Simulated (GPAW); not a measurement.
Consider ZnSe (Stilleite, F-43m).

```cif
data_structure
_symmetry_space_group_name_H-M 'P 1'
_symmetry_Int_Tables_number 1
_cell_length_a 4.0076
_cell_length_b 4.0076
_cell_length_c 4.0076
_cell_angle_alpha 60.000
_cell_angle_beta 60.000
_cell_angle_gamma 60.000
_cell_volume 45.51
loop_
_atom_site_label
_atom_site_type_symbol
_atom_site_fract_x
_atom_site_fract_y
_atom_site_fract_z
_atom_site_occupancy
Se1 Se 0.75000 0.75000 0.75000 1
Zn2 Zn 0.00000 0.00000 0.00000 1
```

Absorber: atom 2, with 4 Se at 2.45 Å (tetrahedral, site symmetry -43m). Method: GPAW, PBE, full core hole (charged cell), 8-atom cell with 5.7 Å between holes, 4×4×4 k points, dipole transitions, Gaussian full width 1.67 eV up to 4 eV, rising linearly to 3.5 eV at 25 eV.

**Question.** Predict the near-edge structure at the Zn K edge.

Main maxima up to 30 eV above the zero (height): 5.0 eV (2.20), 8.2 eV (1.02), 12.8 eV (1.23), 18.2 eV (0.85) and 28.0 eV (0.91). A K edge sees empty p states on the absorber. The total-energy difference plus the lowest empty eigenvalue puts the zero at 9691.31 eV. One term is added: -30.96 eV, since the hole is spin-paired here and a spin-polarised one costs that much less in the free atom (computed apart). The photon energy is then 9660.35 eV. The tabulated edge of the element is 9659 eV. The functional and the charged cell's background leave an error of a few eV in such absolute values.

The Zn K spectrum (energy from the lowest empty level; intensity scaled to a mean of 1 over the first 20 eV):

| E (eV) | intensity |
| --- | --- |
| -2.0 | 0.00 |
| -1.5 | 0.00 |
| -1.0 | 0.00 |
| -0.5 | 0.00 |
| 0.0 | 0.01 |
| 0.5 | 0.05 |
| 1.0 | 0.14 |
| 1.5 | 0.29 |
| 2.0 | 0.53 |
| 2.5 | 0.85 |
| 3.0 | 1.12 |
| 3.5 | 1.32 |
| 4.0 | 1.59 |
| 4.5 | 1.97 |
| 5.0 | 2.20 |
| 5.5 | 2.04 |
| 6.0 | 1.60 |
| 6.5 | 1.18 |
| 7.0 | 0.97 |
| 7.5 | 0.96 |
| 8.0 | 1.02 |
| 8.5 | 1.01 |
| 9.0 | 0.94 |
| 9.5 | 0.88 |
| 10.0 | 0.85 |
| 10.5 | 0.87 |
| 11.0 | 0.93 |
| 11.5 | 1.03 |
| 12.0 | 1.14 |
| 12.5 | 1.21 |
| 13.0 | 1.22 |
| 13.5 | 1.16 |
| 14.0 | 1.09 |
| 14.5 | 1.00 |
| 15.0 | 0.92 |
| 15.5 | 0.84 |
| 16.0 | 0.78 |
| 16.5 | 0.76 |
| 17.0 | 0.78 |
| 17.5 | 0.81 |
| 18.0 | 0.85 |
| 18.5 | 0.85 |
| 19.0 | 0.82 |
| 19.5 | 0.77 |
| 20.0 | 0.74 |
| 20.5 | 0.73 |
| 21.0 | 0.74 |
| 21.5 | 0.78 |
| 22.0 | 0.81 |
| 22.5 | 0.83 |
| 23.0 | 0.84 |
| 23.5 | 0.84 |
| 24.0 | 0.83 |
| 24.5 | 0.82 |
| 25.0 | 0.83 |
| 25.5 | 0.84 |
| 26.0 | 0.86 |
| 26.5 | 0.88 |
| 27.0 | 0.90 |
| 27.5 | 0.91 |
| 28.0 | 0.91 |
| 28.5 | 0.91 |
| 29.0 | 0.90 |
| 29.5 | 0.89 |
| 30.0 | 0.86 |
| 30.5 | 0.83 |
| 31.0 | 0.80 |
| 31.5 | 0.77 |
| 32.0 | 0.77 |

The script folds with a Gaussian, whereas the core hole's own line is a Lorentzian, so the onset is too steep and the first peak too high. The holes are only 5.7 Å apart, so the shape is probably not converged with cell size; no larger cell was run here. The structure is a published determination, not relaxed.

[Banner, clock and machine lines of the logs are left out without a mark of their own.]

[Logs are printed without paths, hosts, clocks, repeated set-up lines and the standing remarks that a program may print on its own settings, such as how far it seeks lower states.]

[Hosts, paths, dates, database ids (printed as entryN), source tags and the programs' standing remarks are cut or masked in the printed files.]

[Lists of maxima count a maximum above −3 eV only where it reaches 4 % of the highest in the window and stands out from its surroundings by 2 % of it (1.5 % where it reaches 55 %); shoulders and weaker maxima are passed over, and of the rest the first, up to two pre-edge ones and the few strongest are named.]
